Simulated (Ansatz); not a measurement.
BaSnO3 (cubic perovskite): energy against volume

BaSnO3 (cubic perovskite)

```
CELL_PARAMETERS angstrom
      4.17608     0.00000     0.00000
      0.00000     4.17608     0.00000
      0.00000     0.00000     4.17608
ATOMIC_POSITIONS crystal
  Ba 0.00000 0.00000 0.00000
  Sn 0.50000 0.50000 0.50000
  O  0.00000 0.50000 0.50000
  O  0.50000 0.50000 0.00000
  O  0.50000 0.00000 0.50000
```

The volume is varied about the relaxed value V₀ at fixed cell shape. Symmetry pins the atoms to their sites.

Method: PBE (plane waves to 420 eV, PAW, scalar-relativistic; Ansatz, an electronic-structure program). k mesh 8×8×8 (Γ-centred), Fermi-Dirac smearing 0.05 eV. Energies are smeared free energies. Compression counts positive. BaSnO3 was relaxed with its symmetry unable to fall. ΔE is measured from the relaxed starting cell.

```tsv
V/V₀	ΔE (meV/atom)	P (GPa)
0.900	75.1	18.3
0.917	50.3	14.5
0.933	31.0	11.0
0.950	16.8	7.8
0.967	7.2	4.9
0.983	1.8	2.3
1.000	0.0	0.0
1.017	1.6	-2.1
1.033	6.3	-4.0
1.050	13.6	-5.7
1.067	23.4	-7.3
1.083	35.5	-8.7
1.100	49.6	-9.9
```

What the scan shows:

* **Pressure at the smallest volume**: 18.3 GPa
* **Energy cost of the largest compression**: 75.1 meV/atom
* **Energy cost of the largest expansion**: 49.6 meV/atom
* **Bulk modulus B₀ (third-order Birch-Murnaghan fit)**: 133 GPa
* **Pressure derivative B₀′ (fit)**: 5.1
* **Equilibrium volume of the fit**: 14.57 Å³/atom
* **Pressure for 5 % compression (fit)**: 7.8 GPa

The 13 points together took about 70 core-seconds (a rough figure).

(Under strain, the slope of the energy per volume gives the stress and its curvature an elastic modulus.)
